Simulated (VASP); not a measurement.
A convergence study with VASP on BaSnO₃ (cubic perovskite): one setting is varied, all else stays as given below, so the limit is that of these other settings. Each run relaxes cell and ions from the cell shown. The basis is that of the starting cell, so low cut-offs carry a Pulay error.

```
CELL_PARAMETERS angstrom
      4.12000     0.00000     0.00000
      0.00000     4.12000     0.00000
      0.00000     0.00000     4.12000
ATOMIC_POSITIONS crystal
  Ba 0.00000 0.00000 0.00000
  Sn 0.50000 0.50000 0.50000
  O  0.50000 0.00000 0.50000
  O  0.00000 0.50000 0.50000
  O  0.50000 0.50000 0.00000
```

Calculation: PBE GGA, VASP's PBE PAW potentials (set 64) (plane waves; VASP). The tightest run used: 800 eV cut-off, 4×4×4 Γ-centred mesh, Gaussian smearing of 0.050 eV, potentials Ba_sv Sn_d O.

Gaps are read on the run's mesh, which can miss a band edge.

The settings run are ENCUT = 250; ENCUT = 300; ENCUT = 350; ENCUT = 400; ENCUT = 450; ENCUT = 500; ENCUT = 550; ENCUT = 600; ENCUT = 650; ENCUT = 700; ENCUT = 750; ENCUT = 800. From which on does the relaxed volume stay within 0.05 Å³/atom of the tightest run?…

From ENCUT = 500 on: it is off by 0.002 there and by no more than 0.05 in any finer run, while ENCUT = 450 is off by 0.138.
```json
[
 {"setting": "ENCUT = 250", "relaxed volume (Å³/atom)": "11.747", "E (eV/atom)": "-6.9699", "gap on the mesh (eV)": "3.291", "plane waves": "647", "difference judged (Å³/atom)": "2.929"},
 {"setting": "ENCUT = 300", "relaxed volume (Å³/atom)": "12.775", "E (eV/atom)": "-6.4422", "gap on the mesh (eV)": "2.105", "plane waves": "840", "difference judged (Å³/atom)": "1.900"},
 {"setting": "ENCUT = 350", "relaxed volume (Å³/atom)": "13.648", "E (eV/atom)": "-6.3071", "gap on the mesh (eV)": "1.247", "plane waves": "1064", "difference judged (Å³/atom)": "1.027"},
 {"setting": "ENCUT = 400", "relaxed volume (Å³/atom)": "14.222", "E (eV/atom)": "-6.2829", "gap on the mesh (eV)": "0.722", "plane waves": "1328", "difference judged (Å³/atom)": "0.453"},
 {"setting": "ENCUT = 450", "relaxed volume (Å³/atom)": "14.538", "E (eV/atom)": "-6.2828", "gap on the mesh (eV)": "0.454", "plane waves": "1568", "difference judged (Å³/atom)": "0.138"},
 {"setting": "ENCUT = 500", "relaxed volume (Å³/atom)": "14.673", "E (eV/atom)": "-6.2844", "gap on the mesh (eV)": "0.342", "plane waves": "1800", "difference judged (Å³/atom)": "0.002"},
 {"setting": "ENCUT = 550", "relaxed volume (Å³/atom)": "14.681", "E (eV/atom)": "-6.2850", "gap on the mesh (eV)": "0.335", "plane waves": "2103", "difference judged (Å³/atom)": "0.006"},
 {"setting": "ENCUT = 600", "relaxed volume (Å³/atom)": "14.681", "E (eV/atom)": "-6.2858", "gap on the mesh (eV)": "0.336", "plane waves": "2360", "difference judged (Å³/atom)": "0.005"},
 {"setting": "ENCUT = 650", "relaxed volume (Å³/atom)": "14.670", "E (eV/atom)": "-6.2866", "gap on the mesh (eV)": "0.345", "plane waves": "2666", "difference judged (Å³/atom)": "0.005"},
 {"setting": "ENCUT = 700", "relaxed volume (Å³/atom)": "14.670", "E (eV/atom)": "-6.2876", "gap on the mesh (eV)": "0.346", "plane waves": "3016", "difference judged (Å³/atom)": "0.005"},
 {"setting": "ENCUT = 750", "relaxed volume (Å³/atom)": "14.677", "E (eV/atom)": "-6.2883", "gap on the mesh (eV)": "0.341", "plane waves": "3294", "difference judged (Å³/atom)": "0.002"},
 {"setting": "ENCUT = 800", "relaxed volume (Å³/atom)": "14.675", "E (eV/atom)": "-6.2889", "gap on the mesh (eV)": "0.343", "plane waves": "3695", "difference judged (Å³/atom)": "0.000"}
]
```

Left out are rungs that failed or repeat a setting and relaxations that didn't move; long series are thinned to 24 rows.

The compound is BaSnO3 in the cubic perovskite structure.
